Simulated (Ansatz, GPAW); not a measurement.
**C: programs and potentials compared**

```
C
1.0
     0.00000    1.78337    1.78337
     1.78337    0.00000    1.78337
     1.78337    1.78337    0.00000
C
2
Direct
  0.25000 0.25000 0.25000
  0.00000 0.00000 0.00000
```

Alike in all runs: task single point; functional LDA; k mesh 13 × 13 × 13; occupations gaussian, width 0.1 eV; no spin polarisation; no spin-orbit coupling. LDA stands for any of its common fits. Pressure is positive in compression and, in plane waves, holds the error of the finite cutoff, which Ansatz's Pulay term estimates and takes out.

| program and potentials | plane-wave cutoff (eV) | notes | pressure (GPa) |
| --- | --- | --- | --- |
| Ansatz, Ansatz PAW | 420 | potentials made for PBE, which Ansatz adapts in part; Pulay term of +1.32 GPa included | -13.10 |
| Ansatz, all-electron LAPW, scalar-relativistic | - | - | -12.98 |
| GPAW, the program's PAW data sets (release 1.2.1) made for this functional | 800 | - | -13.48 |

The pressure spans -13.48 (GPAW, the program's PAW data sets (release 1.2.1) made for this functional) to -12.98 GPa (Ansatz, all-electron LAPW, scalar-relativistic), with all-electron results at -12.98. The cell lies far from this level's equilibrium.

Differences between rows come from potentials, basis sets and numerical settings, since the functional is the same but for its coding. Runs on potential files found faulty are left out.
